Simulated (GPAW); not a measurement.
Wanted: an ASE script for a GPAW 26.7.0 run.

| Property | Result |
| --- | --- |
| Task | equation of state |
| Functional | RPBE |
| Potentials or basis | the program's PAW data sets (release 1.2.1) made for this functional |
| Cutoff | 600 eV |
| Basis | pw |
| k mesh | 8 × 8 × 8 |
| Occupations | fermi-dirac, width 0.05 eV |
| Spin | no spin polarisation |
| Maxiter | 150 |
| Eos scales | [0.94, 0.96, 0.98, 1.0, 1.02, 1.04, 1.06] |

The structure of GaAs lies in GaAs.xyz:

```xyz
2
Lattice="0.0000000000 2.8268500000 2.8268500000 2.8268500000 0.0000000000 2.8268500000 2.8268500000 2.8268500000 0.0000000000" Properties=species:S:1:pos:R:3 pbc="T T T"
As     4.2402750000      4.2402750000      4.2402750000
Ga     0.0000000000      0.0000000000      0.0000000000
```

One way to write it, as run:

run.py

```python
from ase.eos import EquationOfState
from ase.io import Trajectory, read
from ase.units import GPa
from gpaw import GPAW, PW

atoms = read('GaAs.xyz')

traj = Trajectory('eos.traj', 'w')
volumes, energies = [], []
for x in [0.94, 0.96, 0.98, 1.0, 1.02, 1.04, 1.06]:
    a = atoms.copy()
    a.set_cell(atoms.cell * x**(1 / 3), scale_atoms=True)
    calc = GPAW(mode=PW(600),
                xc='RPBE',
                kpts={'size': (8, 8, 8), 'gamma': True},
                occupations={'name': 'fermi-dirac', 'width': 0.05},
                nbands=11,
                convergence={'density': 1e-05, 'energy': 1e-05},
                maxiter=150,
                txt=f'eos-{x:.2f}.txt')
    a.calc = calc
    energies.append(a.get_potential_energy(force_consistent=True))
    volumes.append(a.get_volume())
    p = -a.get_stress()[:3].mean() / GPa
    calc.write(f'eos-{x:.2f}.gpw')
    traj.write(a)
    print(f'{x:.2f} {volumes[-1]:10.4f} A^3 {energies[-1]:14.6f} eV {p:9.3f} GPa', flush=True)

v0, e0, B = EquationOfState(volumes, energies, eos='birchmurnaghan').fit()
print(f'V0 = {v0:.4f} A^3, E0 = {e0:.6f} eV, B0 = {B / GPa:.2f} GPa')
```

Potentials or basis: the program's PAW data sets (release 1.2.1) made for this functional, pw.

Run with:

```sh
$ OMP_NUM_THREADS=1 python run.py
```

It gave:

```yaml
Equilibrium_volume: "24.70 Å³/atom (rough: see the caveat)"
Bulk_modulus: 58 GPa (rough)
```

Caveat: the minimum lies outside the volumes run.

Run time: 73 s on 1 thread of Arm Neoverse V1, on a shared host, peak memory 0.22 GiB.
